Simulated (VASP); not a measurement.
# Mg: single point with r2SCAN

Mg:

```xyz
2
Lattice="3.3376 0.0000 0.0000 -1.6688 2.8905 0.0000 0.0000 0.0000 5.0272" Properties=species:S:1:pos:R:3 pbc="T T T"
Mg    0.0000    1.9270    1.2568
Mg    1.6688    0.9635    3.7704
```

The cell isn't the ideal one: biaxial strain in the a-b plane, c and atoms relaxed: +4.5 %.

| Property | Result |
| --- | --- |
| Program | VASP 6.6.1 |
| Task | single point |
| Functional | r2SCAN |
| Potentials or basis | VASP PAW PBE potentials, release 64 (Mg) |
| Cutoff | 520 eV |
| k mesh | 15 × 15 × 8 |
| Occupations | gaussian, width 0.1 eV |
| Spin | no spin polarisation |

| Property | Result |
| --- | --- |
| Pressure | -2.5 GPa |
| Band gap on the k mesh | none (metal or under the smearing width) |

Stress tensor (GPa, compression positive):
```
-3.68  0.00  0.00
 0.00 -3.68  0.00
 0.00  0.00 -0.27
```

Levels at points of the mesh, in eV from the Fermi level:
```
           k point  band 1  band 2  band 3  band 4  band 5  band 6  band 7
(0.00, 0.00, 0.00)   -7.15   -1.37   -0.48   10.43   10.43   10.58   10.58
(0.00, 0.00, 0.50)   -5.57   -5.57    6.45    6.45   11.39   11.39   11.39
```

Run time: 110 s on 1 thread of Intel(R) Xeon(R) Platinum 8488C (Sapphire Rapids), on a shared host, peak memory 0.21 GiB.

Caveat: the PAW data sets were made with another functional, which shifts forces and pressure a little.
